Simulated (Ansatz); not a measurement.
# TaN (Fm-3m): following an unstable mode

Wanted: the energy along a soft mode of TaN (Fm-3m) and the structure at the end.

Program: Ansatz 0.2.0. Level of theory: DFT PBEsol, scalar-relativistic, plane waves, PAW; PAW set soft_1. Results are calculated unless marked as measured.

### Step 1. The starting structure

Symmetry: Fm-3m, No. 225, cubic system. The conventional cell has a = 4.375 Å, b = 4.375 Å, c = 4.375 Å, α = 90.00°, β = 90.00°, γ = 90.00°. Nearest to Ta lie 6 N at 2.19 Å. Nearest to N lie 6 Ta at 2.19 Å. Farther neighbours and most contacts between anions are not listed.

### Step 2. Phonons on a q mesh

The cell comes from relaxations at this level that are not shown. Stability and thermal properties need the whole zone. Linear response on a 4×4×4 q mesh gives force constants as far as a supercell of that size would.

Contents of input.yaml:

```yaml
crystal:
  lattice:
    - [0.0, 2.1873937018, 2.1873937018]
    - [2.1873937018, 0.0, 2.1873937018]
    - [2.1873937018, 2.1873937018, 0.0]
  atoms:
    - { symbol: Ta, position: [0.5, 0.5, 0.5] }
    - { symbol: "N", position: [0.0, 0.0, 0.0] }
kpoints:
  mp_grid: { grid: [16, 16, 16] }
hamiltonian:
  xc: pbesol
  pseudopotentials: { kind: paw, azcp: { folder: soft_1 }, xc_functional: pbe }
scf:
  occupations: { method: methfessel_paxton, width: 0.2 }
output:
  eigenvalues: true
phonons:
  method: dfpt
  qmesh: [4, 4, 4]
  temperatures: { t_max: 1000, t_step: 50 }
  qpath:
    path:
      - [[0.0, 0.0, 0.0], [0.5, 0.0, 0.5], [0.625, 0.25, 0.625]]
      - [[0.375, 0.375, 0.75], [0.0, 0.0, 0.0], [0.5, 0.5, 0.5], [0.5, 0.25, 0.75], [0.5, 0.0, 0.5]]
    npoints: 10
```

Started as:

```
ansatz run input.yaml --threads 4 --pin off --max-ram 10240MiB --backend cpu --events-out ev --progress --plain --runs-dir out
```

Numbers of over 12 decimals in the logs are rounded to 6 here.

What it wrote:

```text
Engine: ansatz 0.2.0, aarch64-unknown-linux-gnu
Pseudopotentials: kind: paw
Pseudopotential: Ta, paw, valence charge 13, recommended cutoff 420 eV (normal), soft_1/Ta.paw.azcp
Pseudopotential: N, paw, valence charge 5, recommended cutoff 420 eV (normal), soft_1/N.paw.azcp
Functional definition: PBEsol
  exchange = pbesol_x
  correlation = pbesol_c
Crystal: 2 atoms, lattice volume = 20.932 Å³
Basis set: ecut = 420 eV, 411 PW (Γ), exchange–correlation on 48×48×48 points (8 copies of the dense FFT grid, shifted against one another)
Bands: 13, of which v1, the nominal top of the filled ones, is band 9 counted from 1 (8 counted from 0)
Symmetry: 48 space group operations
k-points: 145 of 4096
Non-local potential: Ta, projectors of the file, l = 0: 3, l = 1: 2, l = 2: 2, l = 3: 1
Non-local potential: N, projectors of the file, l = 0: 2, l = 1: 2, l = 2: 1
PAW form: soft (Blöchl's): semilocal exchange-correlation on the pseudo side does not see the compensation charge
PAW frozen core: Ta, regenerated for the run's functional, and the local potential with it (the file was generated under x = pbe(κ = 0.804, μ = 0.219515), c = pbe(β = 0.066725))
PAW frozen core: N, regenerated for the run's functional, and the local potential with it (the file was generated under x = pbe(κ = 0.804, μ = 0.219515), c = pbe(β = 0.066725))
PAW one-centre angular grid: Ta, 590 points (default); XC on 64 Gauss nodes
PAW one-centre angular grid: N, 110 points (default); XC on 64 Gauss nodes
Initial density: superposition of atomic densities (chi_scale 0.1, normalization cell, long waves kept (reshape's long-wave potential 0.00 eV rms))
Initial wavefunctions: pseudopotential atomic-orbital guess
Functional: x = pbesol(κ = 0.804, μ = 0.123457), c = pbesol(β = 0.046)
SCF iter   1: F=—  HF=-10188.068933 eV  |F-HF|=—  |Δ(HF+E_count)|=         —  Δρ=4.82e-2  dr2=4.76e-1  ethr=3.10e-3  ⟨swp⟩=5.0  Hψ=20019  notcnv=0
automatic band count: the SCF goes on with 17 bands, as 13 were too few: the levels above may hold too much charge
preconditioner: auto → none  [metal: Δε(μ)=0.013 eV  Ē_g=15.992 eV  σ=0.200 eV  W_gap=0.05  n_scr=8 (ndim 8)  ℏωp=25.7 eV  f_vac=0.000  D(μ)=0.97/eV (n_scr^D=14)  sad-step TF]
SCF iter   2: F=—  HF=-10188.042429 eV  |F-HF|=—  |Δ(HF+E_count)|=   2.65e-2  S|Δr|=    0.00e0  Δρ=3.44e-2  dr2=2.79e-1  ethr=2.65e-3  ⟨swp⟩=1.0  Hψ=3625  notcnv=0
SCF iter   3: F=—  HF=-10187.979832 eV  |F-HF|=—  |Δ(HF+E_count)|=   6.26e-2  S|Δr|=    0.00e0  Δρ=3.07e-3  dr2=4.34e-4  ethr=1.55e-3  ⟨swp⟩=2.4  Hψ=3253  notcnv=0
SCF iter   4: F=—  HF=-10187.980136 eV  |F-HF|=—  |Δ(HF+E_count)|=   3.04e-4  S|Δr|=    0.00e0  Δρ=5.94e-4  dr2=8.78e-5  ethr=2.41e-6  ⟨swp⟩=2.6  Hψ=4371  notcnv=0  defer=160
SCF iter   5: F=—  HF=-10187.980119 eV  |F-HF|=—  |Δ(HF+E_count)|=   1.63e-5  S|Δr|=    0.00e0  Δρ=4.40e-5  dr2=2.69e-7  ethr=4.88e-7  ⟨swp⟩=2.1  Hψ=2644  notcnv=0  defer=160
SCF iter   6: F=—  HF=-10187.980118 eV  |F-HF|=—  |Δ(HF+E_count)|=   1.25e-6  S|Δr|=    0.00e0  Δρ=4.98e-6  dr2=3.74e-9  ethr=1.50e-9  ⟨swp⟩=2.4  Hψ=3169  notcnv=0  defer=190
SCF iter   7: F=—  HF=-10187.980118 eV  |F-HF|=—  |Δ(HF+E_count)|=   1.16e-9  S|Δr|=    0.00e0  Δρ=1.09e-6  dr2=1.54e-10  ethr=2.08e-11  ⟨swp⟩=2.0  Hψ=3427  notcnv=0  defer=190
SCF iter   8: F=-10187.980118 eV  HF=-10187.980118 eV  |F-HF|=0.00e0  |Δ(HF+E_count)|=  4.91e-11  S|Δr|=    0.00e0  Δρ=7.21e-8  dr2=4.59e-13  ethr=1.00e-12  ⟨swp⟩=9.3  Hψ=11081  notcnv=0
SCF 1 converged in 8 iterations: F = -10187.980118 eV  dr2 = 4.59e-13
  greatest PAW one-centre occupation: 0.999 electrons in one spin orbital (limit 2), on the Ta atom at site 0 (counted from 0), in its partial waves of l = 0
Initial density: read from a saved state, or passed on in memory by an earlier SCF of this step, an earlier step, the calling program or the single point that the run made first
iter 1 solved again at ethr=3.52e-8 eV; its pass at ethr=3.10e-3 eV (dr2=6.34e-6 eV) is discarded
SCF iter   1: F=—  HF=-10187.980118 eV  |F-HF|=—  |Δ(HF+E_count)|=         —  Δρ=5.48e-7  dr2=5.36e-11  ethr=3.52e-8  ⟨swp⟩=2.9  Hψ=14386  notcnv=0
eigensolver tolerance schedule: the retry pair's looser diagonalisation over-reported the residual by 118279.77 of it (diagonalisation noise at an unbounded share of the residual, at the tolerance the schedule requests for it); recorded, not acted on — ethr = c·dr2/N_el stays at c = 1.0e-1
preconditioner: auto → none  [metal: Δε(μ)=0.015 eV  Ē_g=11.225 eV  σ=0.200 eV  W_gap=0.06  n_scr=8 (ndim 8)  ℏωp=25.7 eV  f_vac=0.000  D(μ)=1.04/eV (n_scr^D=14)]
SCF iter   2: F=—  HF=-10187.980118 eV  |F-HF|=—  |Δ(HF+E_count)|=   7.16e-8  S|Δr|=    0.00e0  Δρ=3.79e-7  dr2=2.66e-11  ethr=1.00e-12  ⟨swp⟩=3.1  Hψ=4195  notcnv=0
SCF iter   3: F=-10187.980118 eV  HF=-10187.980118 eV  |F-HF|=5.46e-12  |Δ(HF+E_count)|=  3.64e-12  S|Δr|=    0.00e0  Δρ=2.08e-7  dr2=7.81e-12  ethr=1.00e-12  ⟨swp⟩=1.2  Hψ=4377  notcnv=0
SCF 2 converged in 3 iterations: F = -10187.980118 eV  dr2 = 7.81e-12
phonons: the bands overlap, so this run is a metal and interpolates without the dipole-dipole term. If the crystal is really an insulator or semiconductor, its LO-TO splitting is missing
NSCF: frozen V_eff on 145 k-points
NSCF: frozen V_eff on 349 k-points
DFPT response loops at q = (0, 0, 0) (fractional): preconditioner auto → Kerker (q_TF=auto, 2.661 Å⁻¹) (partly filled bands, converged f_vac=0.000); β = 1.00, the filter's whole step (`scf.mixing.beta` (0.50) is not read by the response loops under this deck's `scf.mixing.preconditioner`; to damp them name `kerker` or `kerker_dos`, under which they read `scf.mixing.beta`, and type it under 1.00, their step now; both keys bind the ground state too); Broyden in place of MSR1
NSCF: frozen V_eff on 4352 k-points
DFPT response loops at q = (0, 0, 0.25) (fractional): mixed as the last ones told, above
NSCF: frozen V_eff on 2196 k-points
DFPT response loops at q = (0, 0, -0.5) (fractional): mixed as the last ones told, above
NSCF: frozen V_eff on 2320 k-points
DFPT response loops at q = (0, 0.25, 0.25) (fractional): mixed as the last ones told, above
NSCF: frozen V_eff on 8192 k-points
DFPT response loops at q = (0, 0.25, -0.5) (fractional): mixed as the last ones told, above
NSCF: frozen V_eff on 4352 k-points
DFPT response loops at q = (0, 0.25, -0.25) (fractional): mixed as the last ones told, above
NSCF: frozen V_eff on 1242 k-points
DFPT response loops at q = (0, -0.5, -0.5) (fractional): mixed as the last ones told, above
NSCF: frozen V_eff on 2320 k-points
DFPT response loops at q = (0.25, -0.5, -0.25) (fractional): mixed as the last ones told, above
SCF converged after 8 iterations
Stability not checked: this state was not tested for a lower state beside it, because cold or Methfessel-Paxton smearing, or corrected tetrahedra, fill the levels in a way that the test cannot read (fill_not_monotonic; see scf.lower_state_search)
Free energy (F): -10187.980118 eV
Harris-Foulkes:  -10187.980118 eV  (|F-HF|=0.00e0)
Internal energy: -10187.977690 eV  (E = F + TS)
E sigma→0 (E₀):  -10187.979511 eV
Entropy (-TS):   -0.002428 eV (-1.214 meV/atom)
Fermi energy:    21.773465 eV
--- Per-component energies (eV) ---
  E_band       = -42.613783
  E_kinetic    = 525.703424
  E_local      = -559.865010  (includes V_loc(G=0)·N_el)
  E_nonlocal   = 26.490761
  E_hartree    = 200.548223
  E_xc         = -379.387827
  E_vxc        = -310.725986  (∫ρ·V_xc dr)
  E_paw        = -8304.726346  (= ΣΔE_a)
  E_vpaw       = -125.314294  (= ΣTr[D̂ρ^β])
  E_aug_tail   = 0.000890  (compensation charges beyond the density's cutoff)
  E_ewald      = -1696.983616
  E_core_change = 0.241812  (= ΣΔE_core)
  E_smearing   = -0.002428  (= −TS)
  E_closure    = -0.000000  (closes the sum)
  Σ components = -10187.980118   (vs F -10187.980118, Δ=0.00e0)
--- Band table (eV; the first three rows and the last of 145) ---
  k-point 0: bands = [... 5 lower, 17.9269, 17.9269, 17.9269, 19.6247, 19.6247, 19.6247, 21.8336, 21.8336, ... 4 higher]
  k-point 1: bands = [... 5 lower, 17.4077, 17.5761, 17.5761, 19.7866, 19.7866, 19.8586, 22.2366, 22.2366, ... 4 higher]
  k-point 2: bands = [... 5 lower, 16.3582, 16.8533, 16.8533, 20.1624, 20.1624, 20.2032, 23.2144, 23.2144, ... 4 higher]
  k-point 144: bands = [... 5 lower, 14.2220, 14.9459, 14.9459, 21.5923, 21.5923, 25.4771, 26.0131, 26.4135, ... 4 higher]
--- Phonons (Γ-DFPT): 2 representative perturbations + reference (Σ response iterations 6) ---
  ASR residual: 3.653e-5 → 0.000e0 eV/Å²; symmetrization residual: 7.162e-7 eV/Å²
  ASR residual per site (eV/Å²): 3.65e-5 1.27e-5
  Γ frequencies (cm⁻¹): 0.00 0.00 0.00 407.61 407.61 407.61
--- Phonons (arbitrary-q DFPT): 8 irreducible q on the 4×4×4 mesh ---
  q = [0.0000, 0.0000, 0.0000] (star 1, of the zone-centre solve; hermiticity 1.80e-7, symmetrization 5.30e-14): -0.00 0.00 0.00 407.61 407.61 407.61
  q = [0.0000, 0.0000, 0.2500] (star 8, 2 solved perturbations on 2176 of 4096 k-point pairs; hermiticity 2.24e-8, symmetrization 4.71e-14): 93.19 93.19 139.49 526.15 532.98 532.98
  q = [0.0000, 0.0000, -0.5000] (star 4, 2 solved perturbations on 1098 of 4096 k-point pairs; hermiticity 1.42e-14, symmetrization 1.99e-14): 97.03 97.03 111.81 510.92 586.04 586.04
  q = [0.0000, 0.2500, 0.2500] (star 6, 4 solved perturbations in 3616 linear systems a pass and spin channel, the states on 1160 of 4096 k-point pairs; hermiticity 1.07e-7, symmetrization 4.32e-14): 64.09 64.09 141.52 432.90 432.90 617.02
  q = [0.0000, 0.2500, -0.5000] (star 24, 4 solved perturbations in 12544 linear systems a pass and spin channel, the states on 4096 of 4096 k-point pairs; hermiticity 1.07e-7, symmetrization 6.33e-14): -68.89 -46.05 48.14 497.81 528.07 541.21
  q = [0.0000, 0.2500, -0.2500] (star 12, 4 solved perturbations in 6672 linear systems a pass and spin channel, the states on 2176 of 4096 k-point pairs; hermiticity 7.18e-8, symmetrization 2.26e-14): -25.16 114.81 123.81 425.18 565.29 607.86
  q = [0.0000, -0.5000, -0.5000] (star 3, 4 solved perturbations in 1940 linear systems a pass and spin channel, the states on 621 of 4096 k-point pairs; hermiticity 1.38e-7, symmetrization 4.71e-14): -261.96 -77.27 -77.27 441.87 460.67 460.67
  q = [0.2500, -0.5000, -0.2500] (star 6, 4 solved perturbations in 3498 linear systems a pass and spin channel, the states on 1160 of 4096 k-point pairs; hermiticity 5.67e-8, symmetrization 1.15e-13): -179.33 -179.33 126.46 429.89 429.89 613.40
  sum rule: each row above includes the acoustic sum rule's correction from the zone centre's row sums; it moved no ω² by more than (0.50 cm⁻¹)²
  mesh force constants: q→R imaginary residual 9.43e-18; ASR residual 3.653e-5 → 0.000e0 eV/Å²; symmetrization residual 7.105e-15 eV/Å²
  interpolated dispersion: 62 rows × 6 modes
  density of states and harmonic sums: on the 24×24×24 q-mesh, interpolated from the force constants of a 4×4×4 supercell (no non-analytic term)
  largest difference from the sums on the solved wave vectors: F 6.87e-2 eV, S 9.66e-5 and C_V 2.79e-5 eV/K
  zero-point energy: 0.107403 eV/cell   skipped modes (ω ≤ 0): 403, of them read as no rigid motion or as one in doubt: 400 (9.889e-1 modes/cell left out, lowest -261.96 cm⁻¹)   left out of the sums: 1.65e-1 of the cell's modes: C_V's classical limit lies that fraction below 3 k_B per atom; for a crystal, a wire or a layer, F and S can be off by more, and a phonons.interpolated_qmesh denser along its periods is the remedy for the sampling
```

Wall time 4.2 min (4 threads of Arm Neoverse V1, shared host); peak memory 3.2 GiB.

Reading the cycles: dr2 is the Hartree energy of the density residual (eV), the measure of convergence; HF is the Harris–Foulkes estimate of the energy, which meets the free energy F at convergence.

This step gave:

```yaml
volume_per_atom: 10.47 Å³
gap_on_the_k_mesh: 0 eV
sum_rule_residual_before_enforcement: 3.65e-5 eV/Å²
lowest_frequency_on_the_path: -262.0 cm⁻¹
point_group: m-3m
highest_frequency_on_the_path_or_at_a_solved_wavevector: 617.0 cm⁻¹
highest_optical_mode_at_the_zone_centre_no_lo_to_term: 407.6 cm⁻¹
lowest_optical_zone_centre_mode: 407.6 cm⁻¹
lowest_mode_on_the_q_mesh_acoustic_modes_at_gamma_apart: -262.0 cm⁻¹
```

Frequencies (cm⁻¹) solved at each irreducible wavevector; negative means imaginary. Frequencies by wavevector, by row:

```
q in reciprocal lattice units  star  mode 1  mode 2  mode 3  mode 4  mode 5  mode 6
                        0 0 0     1       0       0       0   407.6   407.6   407.6
                     0 0 0.25     8    93.2    93.2   139.5   526.1     533     533
                     0 0 -0.5     4      97      97   111.8   510.9     586     586
                  0 0.25 0.25     6    64.1    64.1   141.5   432.9   432.9     617
                  0 0.25 -0.5    24   -68.9     -46    48.1   497.8   528.1   541.2
                 0 0.25 -0.25    12   -25.2   114.8   123.8   425.2   565.3   607.9
                  0 -0.5 -0.5     3    -262   -77.3   -77.3   441.9   460.7   460.7
              0.25 -0.5 -0.25     6  -179.3  -179.3   126.5   429.9   429.9   613.4
```

Interpolated from a 4×4×4 q mesh. Phonon branches along the path, in cm⁻¹:

```
    point  branch 1  branch 2  branch 3  branch 4  branch 5  branch 6
        Γ         0         0         0       408       408       408
  halfway        64        64       142       433       433       617
        X      -262       -77       -77       442       461       461
  halfway      -237       -83       -80       441       484       485
        U      -177       -65       -61       435       527       535
jump to K      -177       -65       -61       435       527       535
  halfway        84       114       138       433       568       593
        Γ         0         0         0       408       408       408
  halfway        93        93       140       526       533       533
        L        97        97       112       511       586       586
  halfway       -58        39        96       486       524       591
        W      -179      -179       126       430       430       613
  halfway      -221      -136        61       438       448       546
        X      -262       -77       -77       442       461       461
```

The phonon branches as a text plot (rows in cm⁻¹):

```
    599 |    ****           *****              **************
    562 |   *    *         *******           **    ***       *
    525 |                ***      **        ********  *       *
    489 |  *      **   **                 **        *****      *
    452 |       ***********      *  *    **             **  *****
    416 |*******           ****** *******                ****
    379 |
    342 |
    306 |
    269 |
    232 |
    196 |
    159 |      *
    123 |   *** *            *******      *********     ****
     86 |  ****             *   *****    ***************    **
     49 | **   *           *   *    **  **           **
     13 |*      *                     ***                     *
    -24 |
    -61 |        ****** ***  **                       **       **
    -97 |              **   *                          *       **
   -134 |                  *                            *    **
   -170 |         **      *                              ****
   -207 |               **                                  **
   -244 |           ****                                      ***
         Γ           X  U|K            Γ         L        W     X
```

Symmetry leaves 8 wavevectors to solve. The lowest mode among them, the acoustic zeros apart, lies at q = (0, -0.5, -0.5) and is imaginary, 262.0i cm⁻¹, so the energy falls along it.

### Step 3. The mode frozen in, largest atomic shift 0 Å

The mode followed lies at q = (0.25, -0.5, -0.25) with frequency 179.3i cm⁻¹ and is 2-fold degenerate, one of the unstable modes though not the softest. At small amplitude the distorted cell has space group no. 70 by a symmetry search on the positions. The undistorted cell that holds it gives the zero of energy on the same k mesh.

System of this step: TaN. The structure is cubic, space group Fm-3m (No. 225). Conventional cell: a = 4.375 Å, b = 4.375 Å, c = 4.375 Å, α = 90.00°, β = 90.00°, γ = 90.00°. Ta has 6 N at 2.19 Å nearest. Nearest to N lie 6 Ta at 2.19 Å. Farther neighbours and most contacts between anions are not listed.

input.yaml, the sections that differ from step 2:

```yaml
crystal:
  lattice:
    - [0.0, 0.0, -4.3747874036]
    - [4.3747874036, 0.0, 0.0]
    - [2.1873937018, -4.3747874036, -2.1873937018]
  atoms:
    - { symbol: Ta, position: [0.5, 0.0, 0.0] }
    - { symbol: Ta, position: [0.0, 0.5, 0.0] }
    - { symbol: Ta, position: [0.25, 0.25, 0.5] }
    - { symbol: Ta, position: [0.75, 0.75, 0.5] }
    - { symbol: "N", position: [0.75, 0.25, 0.5] }
    - { symbol: "N", position: [0.25, 0.75, 0.5] }
    - { symbol: "N", position: [0.5, 0.5, 0.0] }
    - { symbol: "N", position: [0.0, 0.0, 0.0] }
kpoints:
  mp_grid: { grid: [10, 10, 10] }
output:
  forces: true
  stress: true
  eigenvalues: true
# hamiltonian, scf: as in step 2
# phonons: removed
```

What it wrote:

```text
[...]
Crystal: 8 atoms, lattice volume = 83.728 Å³
Basis set: ecut = 420 eV, 1647 PW (Γ), exchange–correlation on 60×60×72 points (8 copies of the dense FFT grid, shifted against one another)
Bands: 44, of which v1, the nominal top of the filled ones, is band 36 counted from 1 (35 counted from 0)
Symmetry: 64 space group operations
[...]
k-points: 102 of 1000
[...]
k-point 0: bands = [... 32 lower, 17.9294, 19.6234, 19.6234, 19.6241, 21.5924, 21.5924, 21.5924, 21.5924, ... 4 higher]
  k-point 1: bands = [... 32 lower, 17.7383, 19.4939, 19.9466, 19.9466, 20.4471, 20.4471, 21.8755, 22.3542, ... 4 higher]
  k-point 2: bands = [... 32 lower, 17.3975, 19.1409, 19.3589, 19.3589, 20.6740, 20.6740, 22.0019, 22.9567, ... 4 higher]
  k-point 101: bands = [... 32 lower, 22.3241, 22.3241, 22.6978, 22.6978, 22.7233, 22.7233, 23.1710, 23.1710, ... 4 higher]
[key lines of the parts left out:]
SCF converged after 8 iterations
Free energy (F): -40751.922283 eV
Fermi energy:    21.779661 eV
P = ⅓ Tr σ = -0.0279 GPa (-0.279 kbar)
```

It took 6.2 s on 4 threads; peak memory 0.56 GiB; 24 s of CPU time.

This step gave:

* pressure: -0.02790 GPa
* energy from the undistorted cell: 0 meV/atom

The run ends at a pressure of -0.03 GPa.

(Continued in part 2 of 3.)

[Logs are printed without paths, hosts, clocks, repeated set-up lines and the standing remarks that a program may print on its own settings, such as how far it seeks lower states.]

[Hosts, paths, dates, database ids (printed as entryN), source tags and the programs' standing remarks are cut or masked in the printed files.]
